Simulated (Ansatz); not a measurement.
# HfC: stress in a strained cell

HfC is deformed so: equal xy, yz and zx engineering shear strains of -3 %. What stress and forces result, by LAPW, PAW and all-electron datasets made for the crystal?

Program: Ansatz 0.2.0. Level of theory: DFT PBE, scalar-relativistic. These are calculated values, not measurements.

## 1. The system as given

The structure is cubic, space group Fm-3m (No. 225). The conventional cell has a = 4.650 Å, b = 4.650 Å, c = 4.650 Å, α = 90.00°, β = 90.00°, γ = 90.00°. Hf (site symmetry m-3m) has 6 C at 2.33 Å as nearest neighbours. Around C (site symmetry m-3m) lie 6 Hf at 2.33 Å.

Structure file:

```xyz
2
Lattice="0.0000 2.3250 2.3250 2.3250 0.0000 2.3250 2.3250 2.3250 0.0000" Properties=species:S:1:pos:R:3 pbc="T T T"
Hf    2.3250    2.3250    2.3250
C     0.0000    0.0000    0.0000
```

Atoms are numbered in the order of the input: Hf1, C2.

## 2. The deformed structure

Space group Fm-3m before, R-3m after.

## 3. All-electron LAPW

Contents of input.yaml:

```yaml
crystal:
  lattice:
    - [-0.06975, 2.290125, 2.290125]
    - [2.290125, -0.06975, 2.290125]
    - [2.290125, 2.290125, -0.06975]
  atoms:
    - { symbol: Hf, position: [0.5, 0.5, 0.5] }
    - { symbol: C, position: [0.0, 0.0, 0.0] }
kpoints:
  mp_grid: { grid: [15, 15, 15] }
  band_path:
    path:
      - [0.0, 0.0, 0.0]
      - [0.5, 0.5, 0.5]
      - [0.2579113083, 0.5, 0.7420886917]
      - [-0.2579113083, 0.2579113083, 0.5]
      - [0.0, 0.0, 0.5]
      - [0.0, 0.0, 0.0]
      - [-0.3789556542, 0.0, 0.3789556542]
      - [0.0, 0.3789556542, 0.6210443458]
      - [0.0, 0.5, 0.5]
    npoints: 5
scf:
  occupations: { method: fermi_dirac, width: 0.05 }
hamiltonian:
  xc: pbe
  pseudopotentials: { kind: all_electron, lapw: { basis_error: 0.001 } }
output:
  forces: true
  stress: true
  eigenvalues: true
```

The run is started by

```console
> ansatz run input.yaml --threads 1 --pin off --max-ram 3072MiB --backend cpu --events-out ev --progress --plain --runs-dir out
```

## 4. Frozen-core PAW

Contents of input.yaml:

```yaml
crystal:
  lattice:
    - [-0.06975, 2.290125, 2.290125]
    - [2.290125, -0.06975, 2.290125]
    - [2.290125, 2.290125, -0.06975]
  atoms:
    - { symbol: Hf, position: [0.5, 0.5, 0.5] }
    - { symbol: C, position: [0.0, 0.0, 0.0] }
kpoints:
  mp_grid: { grid: [15, 15, 15] }
scf:
  occupations: { method: fermi_dirac, width: 0.05 }
hamiltonian:
  xc: pbe
  pseudopotentials: { kind: paw }
output:
  forces: true
  stress: true
  eigenvalues: true
  efg: { contact_densities: true }
  write_density: true
  write_potential: true
  elf: true
  volumetric_format: npy
```

## 5. Datasets made for this crystal

Edit input.yaml of step 4 so:

```diff
@@ -14,3 +14,3 @@
   xc: pbe
-  pseudopotentials: { kind: paw }
+  pseudopotentials: { kind: all_electron, datasets: crystal }
 output:
@@ -20,5 +20 @@
   efg: { contact_densities: true }
-  write_density: true
-  write_potential: true
-  elf: true
-  volumetric_format: npy
```

(Steps that only read results are left out.)

Q: Predict the outcome of this session. Wanted: pressure; largest shear or deviatoric stress.

**Answer**, as computed:

| quantity | value |
| --- | --- |
| pressure | LAPW 0.42, PAW 0.36, crystal datasets 0.41 GPa |
| largest shear or deviatoric stress (LAPW) | 4.82 GPa |

What this shows: The largest part of the stress beyond the pressure is 4.82 GPa in size; the atoms are carried along and not relaxed. No run of the undeformed cell stands beside it, so the pressure holds what the given cell had before the change. PAW: stress within 0.05 GPa of LAPW. Crystal datasets: stress within 0.01 GPa of LAPW. Spin-orbit coupling is left out, though the cell holds Hf; in elements this heavy it can shift bands and gaps by tenths of an eV.
